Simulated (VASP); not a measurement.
# Ba (P6/mmm) in VASP: a series of runs

The runs below take Ba through single point, with LDA.

All numbers are computed with VASP 6.6.1; they aren't measurements. Logs are shortened: lines on timing, memory, paths and dates and some standing lists are left out, and cuts for length are marked.

## Step 1: The structure

It takes space group P6/mmm (No. 191, hexagonal). Conventional cell: a = 4.312 Å, b = 4.312 Å, c = 3.913 Å, α = 90.00°, β = 90.00°, γ = 120.00°. Ba (site symmetry 6/mmm) is surrounded by 8 Ba at 3.91 to 4.31 Å.

This isn't the form of Ba at room conditions, which is bcc.

## Step 2: Single point, LDA

Contents of INCAR:

```
SYSTEM = Ba
ADDGRID = .False.
ALGO = Normal
EDIFF = 1E-6
ENCUT = 450
GGA = CA
ISIF = 2
ISMEAR = -1
LASPH = .True.
LCHARG = .False.
LREAL = .False.
LWAVE = .False.
NBANDS = 11
NELM = 100
PREC = Accurate
SIGMA = 0.2
```

Contents of KPOINTS:

```
k-points
0
Gamma
  4 4 4
  0 0 0
```

Contents of POSCAR:

```
Ba
1.0
    4.3116136979      0.0000000000      0.0000000000
   -2.1558068490      3.7339669937      0.0000000000
    0.0000000000      0.0000000000      3.9134133000
Ba
1
Direct
    0.0000000000      0.0000000000      0.0000000000
```

Potentials or basis: VASP PAW LDA potentials, release 64 (Ba_sv).

The run is started by

```
$ cat potpaw_LDA.64/Ba_sv/POTCAR > POTCAR
$ mpirun -np 1 vasp_std > vasp.out
```

OUTCAR:

```text
SYSTEM = Ba
   EDIFF = 1E-6
   ENCUT = 450
   GGA = CA
   ISIF = 2
   ISMEAR = -1
   LASPH = .True.
   LREAL = .False.
   NELM = 100
   PREC = Accurate

 Found     12 irreducible k-points:

 Following reciprocal coordinates:
            Coordinates               Weight
  0.000000  0.000000  0.000000      1.000000
  0.250000  0.000000  0.000000      6.000000
  0.500000  0.000000  0.000000      3.000000
  0.250000  0.250000  0.000000      6.000000
  0.000000  0.000000  0.250000      2.000000
  0.250000  0.000000  0.250000     12.000000
   k-points           NKPTS =     12   k-points in BZ     NKDIM =     12   number of bands    NBANDS=     11
   number of dos      NEDOS =    301   number of ions     NIONS =      1
   total plane-waves  NPLWV =  25200
   dimension x,y,z NGX =    30 NGY =   30 NGZ =   28
   dimension x,y,z NGXF=    60 NGYF=   60 NGZF=   56
   ions per type =               1
   NGX,Y,Z   is equivalent  to a cutoff of  11.57, 11.57, 11.89 a.u.
   NGXF,Y,Z  is equivalent  to a cutoff of  23.13, 23.13, 23.79 a.u.
 SYSTEM =  Ba
   PREC   = accura    normal or accurate (medium, high low for compatibility)
   ISTART =      0    job   : 0-new  1-cont  2-samecut
   ICHARG =      2    charge: 1-file 2-atom 10-const
   ISPIN  =      1    spin polarized calculation?
   LNONCOLLINEAR =      F non collinear calculations
   LSORBIT =      F    spin-orbit coupling
   LASPH  =      T    aspherical Exc in radial PAW
   ENCUT  =  450.0 eV  33.07 Ry    5.75 a.u.   7.46  7.46  6.77*2*pi/ulx,y,z
   NELM   =    100;   NELMIN=  2; NELMDL= -5     # of ELM steps
   EDIFF  = 0.1E-05   stopping-criterion for ELM
   LREAL  =      F    real-space projection
   EDIFFG = 0.1E-04   stopping-criterion for IOM
   NSW    =      0    number of steps for IOM
   IBRION =     -1    ionic relax: 0-MD 1-quasi-New 2-CG
   NFREE  =      0    steps in history (QN), initial steepest desc. (CG)
   ISIF   =      2    stress and relaxation
   ISYM   =      2    0-nonsym 1-usesym 2-fastsym
   POTIM  = 0.5000    time-step for ionic-motion
   TEBEG  =    0.0;   TEEND  =   0.0 temperature during run
   PSTRESS=    0.0 pullay stress
   NELECT =      10.0000    total number of electrons
   NUPDOWN=      -1.0000    fix difference up-down
   EMIN   =  10.00;   EMAX   =-10.00  energy-range for DOS
   EFERMI =   0.00;   METHOD = LEGACY
   ISMEAR =    -1;   SIGMA  =   0.20  broadening in eV -4-tet -1-fermi 0-gaus
   EFERMI_NEDOS =   21; number of points for ismear=-14 and -15
   IALGO  =     38    algorithm
   IMIX   =      4    mixing-type and parameters
     AMIX     =   0.40;   BMIX     =  1.00
     AMIX_MAG =   1.60;   BMIX_MAG =  1.00
  volume/ion in A,a.u.               =      63.00       425.17
  Fermi-wavevector in a.u.,A,eV,Ry     =   0.886379  1.675014 10.689660  0.785668
  Thomas-Fermi vector in A             =   2.007537
   LORBIT       =      0    0 simple, 1 ext, 2 COOP (PROOUT), +10 PAW based schemes
   GGA     = CA    functional components
   LHFCALC =     F    Hartree Fock is set to
   AEXX    =    0.0000 exact exchange contribution
   IVDW    =     0    specifies the selected vdW correction
   LEPSILON=     F    determine dielectric tensor
   LRPA    =     F    only Hartree local field effects (RPA)
 non-spin polarized calculation
  energy-cutoff  :      450.00
  volume of cell :       63.00
 maximum number of plane-waves:      1382
 NGX is ok and might be reduce to    30
   NGX = 15   NGY = 15   NGZ = 13

 number of electron      10.0000000 magnetization

 Free energy of the ion-electron system (eV)
  ---------------------------------------------------
  ext. energy  EPLUGINS =         0.00000000
  ---------------------------------------------------
  free energy    TOTEN  =        -2.13172249 eV

  energy without entropy =       -1.87330240  energy(sigma->0) =       -2.00251245

 E-fermi :   1.3772     XC(G=0):  -7.5963

 val. band max:        1.2758949074   @ k =   0.2500   0.2500   0.2500
 cond. band min:       1.3989789160   @ k =   0.5000   0.0000   0.2500
 fundamental gap:      0.1230840086
 Fermi energy:         1.3772173748

 k-point     1 :       0.0000    0.0000    0.0000
  band No.  band energies     occupation
      1     -27.5265      2.00000
      2     -12.4767      2.00000
      3     -12.4767      2.00000
      4     -12.3562      2.00000
      5      -1.2701      2.00000
      6       1.4794      0.75003
      7       3.0970      0.00037
      8       3.0970      0.00037
      9       6.3044      0.00000
     10       6.3044      0.00000
     11       7.5314      0.00000

 k-point     2 :       0.2500    0.0000    0.0000
  band No.  band energies     occupation
      1     -27.5051      2.00000
      2     -12.7372      2.00000
      3     -12.5360      2.00000
      4     -12.3295      2.00000
      5      -0.3494      1.99964
      6       1.7507      0.26767
      7       2.2728      0.02246
      8       4.1333      0.00000
      9       5.0850      0.00000
     10       6.0800      0.00000
     11       8.2316      0.00000

 k-point     3 :       0.5000    0.0000    0.0000
  band No.  band energies     occupation
      1     -27.4836      2.00000
      2     -12.9789      2.00000
      3     -12.5939      2.00000
      4     -12.3025      2.00000
      5       0.4691      1.97889
      6       1.7720      0.24394
      7       2.4868      0.00776
      8       4.3767      0.00000
      9       5.8789      0.00000
     10       6.2032      0.00000
     11       7.3492      0.00000

 k-point     4 :       0.2500    0.2500    0.0000
  band No.  band energies     occupation
      1     -27.4836      2.00000
      2     -12.8869      2.00000
      3     -12.6954      2.00000
      4     -12.3025      2.00000
      5       0.9568      1.78218
      6       1.6867      0.35094
      7       2.1366      0.04389
      8       4.6564      0.00000
      9       5.3947      0.00000
     10       5.6278      0.00000
     11       6.8417      0.00000

 k-point     5 :       0.0000    0.0000    0.2500
  band No.  band energies     occupation
      1     -27.4932      2.00000
      2     -12.7671      2.00000
      3     -12.4389      2.00000
      4     -12.4389      2.00000
      5      -0.4821      1.99982
      6       2.3158      0.01816
      7       3.3626      0.00010
      8       3.3626      0.00010
      9       4.8810      0.00000
     10       4.8810      0.00000
     11       7.1437      0.00000

 k-point     6 :       0.2500    0.0000    0.2500
  band No.  band energies     occupation
      1     -27.4723      2.00000
      2     -12.7330      2.00000
      3     -12.6858      2.00000
      4     -12.4965      2.00000
      5       0.3444      1.98863
      6       2.1757      0.03625
      7       2.9639      0.00072
      8       3.8624      0.00001
      9       4.2025      0.00000
     10       4.7231      0.00000
     11       8.2561      0.00000

 [... further k-points ...]

------------------------ aborting loop because EDIFF is reached ----------------------------------------

  FORCE on cell =-STRESS in cart. coord.  units (eV):
  Direction    XX          YY          ZZ          XY          YZ          ZX
  --------------------------------------------------------------------------------------
  -------------------------------------------------------------------------------------
  Total       -0.5013934     -0.5013934     -0.2571049      0.0000000      0.0000000      0.0000000
  in kB      -12.7503810    -12.7503810     -6.5381493      0.0000000      0.0000000      0.0000000
  external PRESSURE =     -10.6796371 kB  Pullay stress =       0.0000000 kB

 VOLUME and BASIS-vectors are now :
 -----------------------------------------------------------------------------
  energy-cutoff  :      450.00
  volume of cell :       63.00
      direct lattice vectors                 reciprocal lattice vectors
     4.311613698  0.000000000  0.000000000     0.231931724  0.133905844  0.000000000
    -2.155806849  3.733966994  0.000000000     0.000000000  0.267811687  0.000000000
     0.000000000  0.000000000  3.913413300     0.000000000  0.000000000  0.255531405

 POSITION                                       TOTAL-FORCE (eV/Angst)
 -----------------------------------------------------------------------------------
      0.00000      0.00000      0.00000         0.000000      0.000000      0.000000
 -----------------------------------------------------------------------------------
    total drift:                               -0.000000      0.000000     -0.000000

  FREE ENERGIE OF THE ION-ELECTRON SYSTEM (eV)
  ---------------------------------------------------
  free  energy   TOTEN  =        -2.1317224863 eV

  energy  without entropy=       -1.8733024043  energy(sigma->0) =       -2.00251245
```

It took 2.8 s on 1 thread of Intel Xeon 6975P-C (Granite Rapids), shared host; peak memory 0.13 GiB.

The run converged, but some of its settings lie outside the range that counts as converged, so its numbers aren't taken as properties of the crystal.

What came out:

```
Free energy : -2.1317 eV
Pressure    : -1.1 GPa
```

Caveat: the k mesh is coarse (spacing up to 0.42 Å⁻¹), so the values aren't converged; the mesh shows a gap though the element is a metal.

## Step 3: Single point, LDA

INCAR is that of step 2.

KPOINTS is that of step 2.

Contents of POSCAR:

```
Ba
1.0
    4.3404360000      0.0427450000      0.0778240000
   -2.1332000000      3.6827230000     -0.0419260000
    0.0706370000     -0.0031590000      3.9204320000
Ba
1
Direct
    0.0107920000      0.0146870000     -0.0229320000
```

Potentials or basis: VASP PAW LDA potentials, release 64 (Ba_sv).

The run is started by

```
$ cat potpaw_LDA.64/Ba_sv/POTCAR > POTCAR
$ mpirun -np 1 vasp_std > vasp.out
```

Wall time 6.2 s (1 thread of Intel Xeon 6975P-C (Granite Rapids), shared host); peak memory 0.15 GiB.

The run converged, but some of its settings lie outside the range that counts as converged, so its numbers aren't taken as properties of the crystal.

Results:

```yaml
Free_energy: -2.1323 eV
Pressure: -1.1 GPa
```

Caveat: the k mesh is coarse (spacing up to 0.42 Å⁻¹), so the values aren't converged; the mesh shows a gap though the element is a metal.

## Step 4: The reference run

An earlier run on the cell as given: functional PBE; potentials or basis VASP PAW PBE potentials, release 64 (Ba_sv); cutoff 520 eV; k mesh 7 × 7 × 7; occupations fermi-dirac, width 0.05 eV; no spin polarisation.

* Pressure: -0.1 GPa
* Band gap on the k mesh: none (metal or under the smearing width)
